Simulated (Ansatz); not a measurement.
Take a crystal in which Al has been replaced by B on all its sites, with the cell rescaled by a rough guess (in some cases also distorted within its space group) and nothing relaxed:

```
B
1.0
    -1.28352    1.28352    1.28352
     1.28352   -1.28352    1.28352
     1.28352    1.28352   -1.28352
B
1
Direct
  0.00000 0.00000 0.00000
```

Theory: DFT PBE, scalar-relativistic, plane waves, PAW in Ansatz 0.2.0.

Settings: cutoff 420 eV, Γ-centred mesh 22×22×22 on the computed 1-atom cell, Gaussian smearing of 0.10 eV; no spin polarisation.

(1) What pressure does the cell carry?

(2) Is it a metal on this mesh?

## Answers

(1) The pressure is -35.3 GPa (positive in compression), so the cell would contract.

(2) Yes, a band crosses the Fermi level.

This bcc form isn't the element's structure at ambient conditions.